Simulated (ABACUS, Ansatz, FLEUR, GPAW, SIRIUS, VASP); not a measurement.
Pt: programs and potentials compared

```
CELL_PARAMETERS angstrom
0.00000 1.96090 1.96090
1.96090 0.00000 1.96090
1.96090 1.96090 0.00000
ATOMIC_POSITIONS crystal
Pt 0.00000 0.00000 0.00000
```

Alike in all runs: task equation of state; functional PBEsol; k mesh 12 × 12 × 12; occupations fermi-dirac, width 0.05 eV; no spin polarisation; no spin-orbit coupling.

| program and potentials | plane-wave cutoff (eV) | notes | equilibrium volume (Å³/atom) | bulk modulus (GPa) |
| --- | --- | --- | --- | --- |
| Ansatz, Ansatz PAW | 420 | potentials made for PBE, which Ansatz adapts in part | 15.05 | 286.1 |
| Ansatz, all-electron LAPW, scalar-relativistic | - | - | 15.05 | 286.2 |
| FLEUR, all-electron, FLAPW | - | - | 15.05 | 287.0 |
| GPAW, PAW data sets generated for this functional | 600 | - | 15.03 | 282.9 |
| ABACUS, PseudoDojo NC SR 0.4.1 PBEsol standard, plane waves | 1143 | - | 15.02 | 287.3 |
| VASP, PBE PAW files Pt, 520 eV | 520 | potentials made for PBE | 15.03 | 287.6 |
| SIRIUS, PseudoDojo 0.4.1 PBEsol standard (scalar relativistic) | 1152 | - | 15.02 | 287.3 |

The equilibrium volume spans 15.02 (ABACUS, PseudoDojo NC SR 0.4.1 PBEsol standard, plane waves) to 15.05 Å³/atom (FLEUR, all-electron, FLAPW), with all-electron results at 15.05. The bulk modulus spans 282.9 (GPAW, PAW data sets generated for this functional) to 287.6 GPa (VASP, PBE PAW files Pt, 520 eV), with all-electron results at 286.2 to 287.0. For a metal such a mesh isn't converged, which the comparison doesn't need.

The functional is the same throughout but for its coding, so the spread measures potentials, basis and numerics; runs on potential files found faulty are left out.
